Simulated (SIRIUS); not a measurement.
## Sm: equation of state with PBE

Sm:

```
Sm
1.0
     3.64400    0.00000    0.00000
    -1.82200    3.15580    0.00000
     0.00000    0.00000    5.87600
Sm
2
Direct
  0.66667 0.33333 0.75000
  0.33333 0.66667 0.25000
```

This isn't the form of Sm at room conditions, which is rhombohedral.

```
Program                                     : SIRIUS 7.12.0
Task                                        : equation of state
Functional                                  : PBE
Potentials or basis                         : all-electron FP-LAPW
Cutoff                                      : 168 eV
Basis                                       : apw+lo standard
k mesh                                      : 8 × 8 × 5
Occupations                                 : fermi-dirac, width 0.05 eV
Spin                                        : collinear spin, ferromagnetic start
Starting moments                            : [5.0, 5.0] μB
Muffin tin radii                            : Sm 2.65 bohr
Basis cutoff (gk_cutoff)                    : 3.51 1/bohr
Cutoff of density and potential (pw_cutoff) : 20 1/bohr
lmax of the basis                           : 11
lmax of density and potential               : 8
Valence relativity                          : iora
Core states                                 : Sm 1s2s2p3s3p3d4s4p
Local orbitals (radial functions)           : Sm 17
Smallest sphere radius times basis cutoff   : 9.3
```

The equilibrium volume is 39.07 Å³/atom (rough: see the caveat). The bulk modulus at fixed shape and positions is 18.0 GPa (rough).

Energy against volume, from the lowest point:
| volume (Å³/atom) | energy (meV/atom) |
| --- | --- |
| 31.759 | 70.48 |
| 32.435 | 54.72 |
| 33.110 | 40.34 |
| 33.786 | 27.83 |
| 34.462 | 17.10 |
| 35.138 | 7.60 |
| 35.813 | 0.00 |

All runs of the series together: 22 min on 2 threads of Arm Neoverse V2 (shared host).

Caveat: the minimum lies outside the volumes run; the fit is doubtful: noisy points or a state that changes with volume; the magnetic or orbital state may not be the lowest; the cell was scaled at fixed shape and fractional positions, which overstates the stiffness of a crystal with free parameters, most of all of layers and chains. The state reached can hang on the start; a lower one may exist.
